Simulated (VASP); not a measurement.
# AlN: self-consistent run, by functional and exact exchange

AlN, F-43m (no. 216), 2 atoms in the cell.

| Functional | Exact exchange | Pressure (GPa) | Gap on the mesh (eV) | Time (s) |
|---|---|---|---|---|
| B3PW91 | 0.2 | -0.31 | 5.015 | 42 |
| hAPBE | 0.2 | -0.11 | 4.950 | 36 |
| HSE06 | 0.25 | -0.55 | 4.616 | 48 |
| PBEsol0 | 0.25 | -3.79 | 5.249 | 45 |
| CAP0 | 0.25 | -1.58 | 5.338 | 40 |
| PBEmol0 | 0.25 | -0.58 | 5.381 | 38 |
| APBE0 | 0.25 | -0.82 | 5.369 | 40 |
| HSE12s | 0.425 | -3.02 | 4.773 | 62 |

Limits: the k mesh is coarse, so the gap and the pressure can be far off.

## Input of the first row

INCAR.step1:
```
SYSTEM = AlN
  PREC = Accurate
  ENCUT = 450
  EDIFF = 1E-5
  ISMEAR = 0
  SIGMA = 0.02
  LREAL = .False.
  LASPH = .True.
  ALGO = Normal
  NELM = 100
  ISIF = 2
  LWAVE = .True.
  LCHARG = .False.
  GGA = PE
```

INCAR.step2, as INCAR.step1 but for:
```
- EDIFF = 1E-5
- LWAVE = .True.
- GGA = PE
+ EDIFF = 1E-6
+ LWAVE = .False.
+ ISTART = 1
+ LHFCALC = .True.
+ AEXX = 0.2
+ PRECFOCK = Fast
+ GGA = LIBXC
+ LIBXC1 = HYB_GGA_XC_B3PW91
```

KPOINTS:
```
k-points
0
Gamma
  4 4 4
```

POSCAR:
```
AlN
1.0
    0.0000000000      2.1839935596      2.1839935596
    2.1839935596      0.0000000000      2.1839935596
    2.1839935596      2.1839935596      0.0000000000
Al N
1 1
Direct
    0.0000000000      0.0000000000      0.0000000000
    0.2500000000      0.2500000000      0.2500000000
```

Commands (each step's output is kept before the next begins):
```
cat potpaw_PBE.64/Al/POTCAR potpaw_PBE.64/N/POTCAR > POTCAR
cp INCAR.step1 INCAR
mpirun -np 1 vasp_std > vasp.out
cp INCAR.step2 INCAR
mpirun -np 1 vasp_std > vasp.out
```

Changes of the last row against the first:
```
(step 2)
- AEXX = 0.2
- LIBXC1 = HYB_GGA_XC_B3PW91
+ AEXX = 0.425
+ LIBXC1 = HYB_GGA_XC_HSE12S
+ HFSCREEN = 0.408
```

VASP 6.6.1 took 42 s on 1 core (AMD EPYC 7R43 (Zen 3)), a shared host.
